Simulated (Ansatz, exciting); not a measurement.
This is a calculation of Pt for Ansatz 0.2.0. The given cell was strained at random by a few per cent at fixed volume. This isn't the form of Pt at room conditions, which is fcc.

input.yaml

```yaml
crystal:
  lattice:
    - [-1.517923, 1.612567, 1.572658]
    - [1.584375, -1.591215, 1.617757]
    - [1.523578, 1.59687, -1.551306]
  atoms:
    - { symbol: Pt, position: [-0.012312, -0.008861, -0.012486] }
hamiltonian:
  xc: pbesol
  pseudopotentials: { kind: paw }
kpoints:
  mp_grid: { grid: [12, 12, 12] }
scf:
  occupations: { method: fermi_dirac, width: 0.05 }
output:
  forces: true
  stress: true
  eigenvalues: true
```

Potentials or basis: Ansatz PAW.

Launch:

```console
$ ansatz run input.yaml --threads 1 --pin off --max-ram 3584MiB --backend cpu --events-out ev --progress --plain --runs-dir out
```

Set up the same calculation for exciting (release sodium). Potentials or basis there: all-electron LAPW+lo, shipped species files, valence relativity iora*.

As run (cutoffs and basis follow the program's own potentials, and thresholds, step limits or extra output files can differ):

File input.xml:

```xml
<input>
  <title>Pt</title>
  <structure speciespath="./" tshift="false">
    <crystal scale="1">
      <basevect>-2.868458748270 3.047309987609 2.971892907702</basevect>
      <basevect>2.994034828704 -3.006960555396 3.057117666196</basevect>
      <basevect>2.879145149505 3.017646956631 -2.931543475489</basevect>
    </crystal>
    <species speciesfile="Pt.xml" rmt="2.3">
      <atom coord="-0.012312000000 -0.008861000000 -0.012486000000"/>
    </species>
  </structure>
  <groundstate do="fromscratch" ngridk="12 12 12" rgkmax="9" gmaxvr="14" lmaxapw="10" lmaxmat="10" lmaxvr="8" xctype="GGA_PBE_SOL" stype="Fermi Dirac" swidth="0.00183747" nempty="12" ValenceRelativity="iora*" epsengy="1e-05" epspot="1e-05" maxscl="60" tforce="true" outputlevel="normal"/>
</input>
```

Potentials or basis: all-electron LAPW+lo, shipped species files, valence relativity iora*.

Launch:

```sh
$ OMP_NUM_THREADS=1 exciting_smp
```

Both were run:

|  | Ansatz | exciting |
| --- | --- | --- |
| Energy over the undisturbed cell | 11.7 meV/atom | 16.8 meV/atom |

Ansatz's potentials were made for PBE.

Where Ansatz's input types no cutoff or centring, it takes its own default and a Γ-centred mesh.

The two runs disagree by more than potentials and bases usually give (in gap, levels, pressure or energy); the cause wasn't traced.

The cell lies far from this level's equilibrium.
